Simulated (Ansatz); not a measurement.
Geometry optimisation in Ansatz: input, command and trajectory.

```yaml
crystal:
  lattice:
    - [0.0, 2.6622340596, 2.6622340596]
    - [2.6622340596, 0.0, 2.6622340596]
    - [2.6622340596, 2.6622340596, 0.0]
  atoms:
    - { symbol: Ti, position: [0.25, 0.25, 0.25] }
    - { symbol: Ti, position: [0.75, 0.75, 0.75] }
    - { symbol: Co, position: [0.0, 0.0, 0.0] }
basis:
  ecutwfc: 420
kpoints:
  mp_grid: { grid: [6, 6, 6] }
hamiltonian:
  xc: pbe
scf:
  occupations: { method: gaussian, width: 0.1 }
  lower_state_search: "off"
output:
  forces: true
  stress: true
  eigenvalues: true
relax:
  adjacent_minimum: "off"
  f_tol: 0.04
  max_steps: 70
  cell: { stress_tol: 0.4 }
```

```bash
ansatz run input.yaml --threads 1 --pin off --max-ram 2560MiB --backend cpu --events-out ev --progress --plain --runs-dir out
```

The calculation used DFT PBE, scalar-relativistic, plane waves, PAW in Ansatz 0.2.0.

Of 8 frames 7 are shown, positions in Å and forces in eV/Å; the SCF threshold varies from step to step. Steps run on the plane waves of an earlier cell, with a Pulay correction in the pressure. The basis is chosen afresh for the last frame, the zero of the energies, and at times for earlier ones too; energy and pressure step there, also at an unchanged geometry. Here that happened at step 6 (-14 meV/atom, 2.0 GPa); the frames before carry an error of that size.

```xyz
3
Lattice="0.0000 2.6622 2.6622 2.6622 0.0000 2.6622 2.6622 2.6622 0.0000" Properties=species:S:1:pos:R:3:forces:R:3 pbc="T T T" step=1 free_energy_over_end_meV_per_atom=500.64 pressure_GPa=54.10
Ti    1.3311    1.3311    1.3311    0.0000    0.0000    0.0000
Ti    3.9934    3.9934    3.9934    0.0000    0.0000    0.0000
Co    0.0000    0.0000    0.0000    0.0000    0.0000    0.0000
3
Lattice="0.0000 2.7920 2.7920 2.7920 0.0000 2.7920 2.7920 2.7920 0.0000" Properties=species:S:1:pos:R:3:forces:R:3 pbc="T T T" step=2 free_energy_over_end_meV_per_atom=91.07 pressure_GPa=17.52
Ti    1.3960    1.3960    1.3960    0.0000    0.0000    0.0000
Ti    4.1880    4.1880    4.1880    0.0000    0.0000    0.0000
Co    0.0000    0.0000    0.0000    0.0000    0.0000    0.0000
3
Lattice="0.0000 2.8638 2.8638 2.8638 0.0000 2.8638 2.8638 2.8638 0.0000" Properties=species:S:1:pos:R:3:forces:R:3 pbc="T T T" step=3 free_energy_over_end_meV_per_atom=19.04 pressure_GPa=3.38
Ti    1.4319    1.4319    1.4319    0.0000    0.0000    0.0000
Ti    4.2957    4.2957    4.2957    0.0000    0.0000    0.0000
Co    0.0000    0.0000    0.0000    0.0000    0.0000    0.0000
3
Lattice="0.0000 2.8869 2.8869 2.8869 0.0000 2.8869 2.8869 2.8869 0.0000" Properties=species:S:1:pos:R:3:forces:R:3 pbc="T T T" step=4 free_energy_over_end_meV_per_atom=15.91 pressure_GPa=-0.58
Ti    1.4435    1.4435    1.4435    0.0000    0.0000    0.0000
Ti    4.3304    4.3304    4.3304    0.0000    0.0000    0.0000
Co    0.0000    0.0000    0.0000    0.0000    0.0000    0.0000
3
Lattice="0.0000 2.8835 2.8835 2.8835 0.0000 2.8835 2.8835 2.8835 0.0000" Properties=species:S:1:pos:R:3:forces:R:3 pbc="T T T" step=5 free_energy_over_end_meV_per_atom=15.78 pressure_GPa=-0.01
Ti    1.4418    1.4418    1.4418    0.0000    0.0000    0.0000
Ti    4.3253    4.3253    4.3253    0.0000    0.0000    0.0000
Co    0.0000    0.0000    0.0000    0.0000    0.0000    0.0000
3
Lattice="0.0000 2.8835 2.8835 2.8835 0.0000 2.8835 2.8835 2.8835 0.0000" Properties=species:S:1:pos:R:3:forces:R:3 pbc="T T T" step=6 free_energy_over_end_meV_per_atom=1.50 pressure_GPa=2.04
Ti    1.4418    1.4418    1.4418    0.0000    0.0000    0.0000
Ti    4.3253    4.3253    4.3253    0.0000    0.0000    0.0000
Co    0.0000    0.0000    0.0000    0.0000    0.0000    0.0000
3
Lattice="0.0000 2.8957 2.8957 2.8957 0.0000 2.8957 2.8957 2.8957 0.0000" Properties=species:S:1:pos:R:3:forces:R:3 pbc="T T T" step=8 free_energy_over_end_meV_per_atom=0.00 pressure_GPa=0.35
Ti    1.4478    1.4478    1.4478    0.0000    0.0000    0.0000
Ti    4.3435    4.3435    4.3435    0.0000    0.0000    0.0000
Co    0.0000    0.0000    0.0000    0.0000    0.0000    0.0000
```

The start puts this composition into another compound's structure type, which needn't suit it. At the end the space group is Fm-3m (tolerance 0.05 Å).

The run took 5.9 s on 1 thread of Intel(R) Xeon(R) 6975P-C (Granite Rapids), on a shared host, peak memory 0.39 GiB.

The k mesh is coarse. Spin polarisation was left out, and a magnetic state may lie lower.